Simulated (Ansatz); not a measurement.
In and the effect of the functional

The cell as given:

```yaml
crystal:
  lattice:
    - [-1.88253, 1.88253, 1.88253]
    - [1.88253, -1.88253, 1.88253]
    - [1.88253, 1.88253, -1.88253]
  atoms:
    - { symbol: In, position: [0.00000, 0.00000, 0.00000] }
```

This isn't the form of In at room conditions, which is tetragonal.

Kept alike: task relaxation of cell and atoms; k mesh 10 × 10 × 10; occupations fermi-dirac, width 0.05 eV; no spin polarisation. Program: Ansatz, Ansatz PAW. Cutoffs run from 420 to 500 eV. The mesh is that of the run's cell of 1 atom. No spin-orbit coupling.

```csv
functional,volume (Å³/atom)
LDA,24.809
PBEsol,25.760
r2SCAN,26.584
```

The relaxations keep at least the cell's symmetry (Im-3m). For a metal such a mesh leaves the last digits unconverged. Relaxations stop with a little pressure left, so the last digits of a volume or edge aren't settled. Runs of this series that gave no sound value for these columns are left out. All rows use potentials made for PBE.

The volume runs from 24.809 (LDA) to 26.584 Å³/atom (r2SCAN).
